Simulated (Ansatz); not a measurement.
Crystal: TaS2.

```
Ta S
1.0
     3.35000    0.00000    0.00000
    -1.67500    2.90119    0.00000
     0.00000    0.00000    5.86000
Ta S
1 2
Direct
  0.00000 0.00000 0.00000
  0.66667 0.33333 0.75000
  0.33333 0.66667 0.25000
```

| Quantity | Value |
| --- | --- |
| Program | Ansatz 0.2.0 |
| Task | relaxation of cell and atoms |
| Functional | PBEsol |
| Potentials or basis | all-electron LAPW, scalar-relativistic |
| Basis error allowed | 0.002 eV/atom |
| k mesh | 9 × 9 × 5 |
| Occupations | fermi-dirac, width 0.05 eV |
| Spin | no spin polarisation |

At the start: volume 18.98 Å³/atom.

Task: Where does the relaxation end?

Result: Over 4 steps the energy falls by 21.8 meV/atom and the volume is 18.87 Å³/atom (-0.6 %); space group P-3m1 (No. 164, to 0.05 Å).

Step by step:
| step | energy change (eV) | largest force (eV/Å) | volume (Å³) |
| --- | --- | --- | --- |
| 1 | 0.0000 | 0.9879 | 56.95 |
| 2 | -0.0646 | 0.0068 | 56.64 |
| 3 | -0.0653 | 0.0092 | 56.61 |
| 4 | -0.0654 | 0.0093 | 56.61 |

Final structure:
```
CELL_PARAMETERS angstrom
3.31925 0.00000 0.00000
-1.65963 2.87456 0.00000
0.00000 0.00000 5.93280
ATOMIC_POSITIONS crystal
Ta 0.00000 0.00000 0.00000
S 0.66667 0.33333 0.74036
S 0.33333 0.66667 0.25964
```

Caveat: this functional lacks dispersion, which binds the layers, so the pressure and a relaxed spacing across them are unreliable.
